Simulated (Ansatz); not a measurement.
**VO2: how the axes shrink under pressure**

VO2, P4_2/mnm, a = 4.482 Å, c = 3.026 Å. The compound has several low-lying forms, and this is one of them. Ansatz: PBE+U, PAW, 420 eV, Γ-centred 6×6×10 mesh on 6 atoms, Gaussian smearing 0.02 eV; U_eff V 3.25 eV; collinear spin, largest moment 0.9 μB. Cell and atoms are relaxed at each pressure, and no other structure is tried, so the rows at high pressure may lie past a change of phase. y = 100 ln(c/c0) with c0 = 3.0259 Å, so nearly a change in per cent. The pressures are the targets, met within 0.05 GPa.

| P (GPa) | y | 100 ln(a/a0) |
| --- | --- | --- |
| -1.0 | ? | ? |
| 0.0 | 0.00 | 0.00 |
| 1.0 | -0.13 | -0.16 |
| 4.0 | -0.46 | -0.59 |
| 12.0 | -1.28 | -1.67 |
| 25.0 | -2.42 | -3.19 |
| 50.0 | -4.07 | -5.62 |
| 90.0 | -5.94 | -8.68 |

Problem. Fit y = c1 P + c2 P² to the other rows, give the linear compressibility along c, and predict the missing y.

Solution. Least squares on the rows shown. y = −0.1053 P + 0.0004398 P². The linear compressibility along c is −c1/100 = 1.05 per TPa, against 1.37 along a from the same fit to the last column (its missing entry is 0.16): the crystal is softer along a at low pressure. The runs next to zero pressure give 1.21 and 1.52, so a parabola over the whole range misstates the start. With a term in P³ added, the coefficient of P becomes -0.1170, 11 % more, which shows how far this figure hangs on the form. At P = -1.0 the fit asked for gives 0.11. The run gave 0.13, so the fit is 0.02 too low, within the rms miss on the fitted rows (0.06): the form describes this series only roughly.

The state reached may not be the lowest one. Moments started parallel, and an antiferromagnetic order may lie lower. The mesh isn't the same in all rows (6×6×10, 8×8×10).

Cost: 8 runs of about 7.6 core-minutes in all, on Intel Xeon 6975P-C (Granite Rapids) (shared hosts).